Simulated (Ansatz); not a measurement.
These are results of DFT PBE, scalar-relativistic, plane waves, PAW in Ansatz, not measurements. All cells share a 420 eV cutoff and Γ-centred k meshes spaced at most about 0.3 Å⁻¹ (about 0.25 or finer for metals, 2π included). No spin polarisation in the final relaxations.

All energies are static (0 K, no zero-point motion).

Two relaxed structures of Mg:

A.

```cif
data_structure
_symmetry_space_group_name_H-M 'Fm-3m'
_symmetry_Int_Tables_number 225
_cell_length_a 6.9629
_cell_length_b 6.9629
_cell_length_c 6.9629
_cell_angle_alpha 90.000
_cell_angle_beta 90.000
_cell_angle_gamma 90.000
_cell_volume 337.57
loop_
_atom_site_label
_atom_site_type_symbol
_atom_site_symmetry_multiplicity
_atom_site_Wyckoff_symbol
_atom_site_fract_x
_atom_site_fract_y
_atom_site_fract_z
_atom_site_occupancy
Mg1 Mg 8 c 0.25000 0.75000 0.75000 1
Mg2 Mg 4 b 0.50000 0.00000 0.00000 1
```

B.

```cif
data_structure
_symmetry_space_group_name_H-M 'Pm-3m'
_symmetry_Int_Tables_number 221
_cell_length_a 4.3903
_cell_length_b 4.3903
_cell_length_c 4.3903
_cell_angle_alpha 90.000
_cell_angle_beta 90.000
_cell_angle_gamma 90.000
_cell_volume 84.62
loop_
_atom_site_label
_atom_site_type_symbol
_atom_site_symmetry_multiplicity
_atom_site_Wyckoff_symbol
_atom_site_fract_x
_atom_site_fract_y
_atom_site_fract_z
_atom_site_occupancy
Mg1 Mg 3 c 0.00000 0.50000 0.50000 1
```

Task: Which form is favoured at zero pressure, and by what margin per atom?

Result: A is lower, by 14 meV/atom. A has space group Fm-3m (No. 225), 28.1 Å³/atom and no gap on its mesh; B has space group Pm-3m (No. 221), 28.2 Å³/atom and no gap. Counting all near atoms (those within 1.25 times the shortest distance at each site; a plus sign parts nearer from farther groups; a slash parts the counts of unlike sites), A has Mg 8/4+6 and B has Mg 8. Both come from invented guesses. The part of the Crystallography Open Database at hand lists Mg in space groups No. 194, 229; no cell shown has one of them.

The k mesh leaves some 4 meV/atom of noise in the energy of each metallic cell. Cells relaxed within their symmetry can be saddle points.
